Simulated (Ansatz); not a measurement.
## GeSe: vacancy migration on the Ge sublattice

Level of theory: DFT PBE+D3(BJ), scalar-relativistic, plane waves, PAW in Ansatz. Cutoff 420 eV, Γ-centred 4×4×2 k-points, Gaussian smearing of 0.05 eV. No spin polarisation.

The perfect supercell:

```
Ge Se
1.0
     0.00000   -3.87674   -4.42881
     0.00000   -3.87674    4.42881
   -10.96239    0.00000    0.00000
Ge Se
8 8
Direct
  0.81791 0.43209 0.62325
  0.31791 0.93209 0.62325
  0.31791 0.43209 0.87675
  0.81791 0.93209 0.87675
  0.68209 0.56791 0.12325
  0.18209 0.06791 0.12325
  0.18209 0.56791 0.37675
  0.68209 0.06791 0.37675
  0.87391 0.37609 0.85463
  0.37391 0.87609 0.85463
  0.37391 0.37609 0.64537
  0.87391 0.87609 0.64537
  0.62609 0.62391 0.35463
  0.12609 0.12391 0.35463
  0.12609 0.62391 0.14537
  0.62609 0.12391 0.14537
```

Atom 1 (Ge) is removed, leaving a vacancy of charge -2 (uniform background), and atom 7 jumps 3.48 Å into it. The vacancy and the half-way point are each relaxed at fixed cell, keeping their symmetry. The supercell is small, and one in 8 of its Ge atoms is missing.

Task: How high does the half-way point lie?

Result: 0.88 eV above the relaxed vacancy, with the jumping atom 0.00 Å off the straight line, where the cell's symmetry pins it, so a bent path, which could be lower, wasn't tried. This is the barrier if that point is a first-order saddle, which wasn't checked.

Cost: 2 runs of about 6.9 core-minutes in all, on AMD EPYC 9R45 (Zen 5) (shared hosts).